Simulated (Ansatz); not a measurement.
# Mg5Zn3O8 (Zn on 38 % of the Mg sites, one arrangement): which shell does photoemission see at 21.2 and 150 eV? (LDA, PAW set soft_1)

The valence band of Mg5Zn3O8 (Zn on 38 % of the Mg sites, one arrangement) mixes several shells. Work out by hand which one leads the spectrum's area at each photon energy.

Filled states come from the projected DOS of Ansatz 0.2.0 (LDA, plane waves); cross sections σ and asymmetry parameters β are those of free atoms in a Dirac–Hartree–Slater calculation. A shell's area is states × σ × angular factor, which is 1 + β·P₂(cos θ) for linear light, with θ = 0° from the polarisation and P₂ = 1.000.

**At 21.2 eV** (states counted from 11.2 eV below the zero; other shells add 0.76 to the products' sum of 228):

```
shell  filled states a cell  cross section (Mb an electron)     β  angular factor  product  share by hand (%)  share in the simulated spectrum (%)
Zn 3d                 29.75                           0.394  0.01            1.01     11.9                  5                                    5
 O 2s                  0.74                               0  0.00            1.00        0                  0                                    0
 O 2p                 43.64                            2.73  0.81            1.81      216                 94                                   94
```

**At 150 eV** (states counted from 19.9 eV below the zero; other shells add 0.21 to the products' sum of 45.4):

| shell | filled states a cell | cross section (Mb an electron) | β | angular factor | product | share by hand (%) | share in the simulated spectrum (%) |
| --- | --- | --- | --- | --- | --- | --- | --- |
| Zn 3d | 29.96 | 0.509 | 0.83 | 1.83 | 28 | 62 | 62 |
| O 2s | 14.89 | 0.148 | 2.00 | 3.00 | 6.62 | 15 | 14 |
| O 2p | 43.69 | 0.0983 | 1.46 | 2.46 | 10.6 | 23 | 23 |

O 2p leads at 21.2 eV and Zn 3d at 150 eV. Between the two energies σ of O 2p changes by a factor 0.036 and that of Zn 3d by 1.3, so their ratio moves 36-fold in favour of the second. The simulated spectrum uses the same rule on the energy-resolved DOS, so the two share columns agree within a few points.

Only crystals where the two columns agree within 4 points and the lead is clear are worked in this form. Free-atom cross sections ignore the solid's final states, no escape depth or background enters, and the count of states a shell hangs on the projection.

[Logs are printed without paths, hosts, clocks, repeated set-up lines and the standing remarks that a program may print on its own settings, such as how far it seeks lower states.]
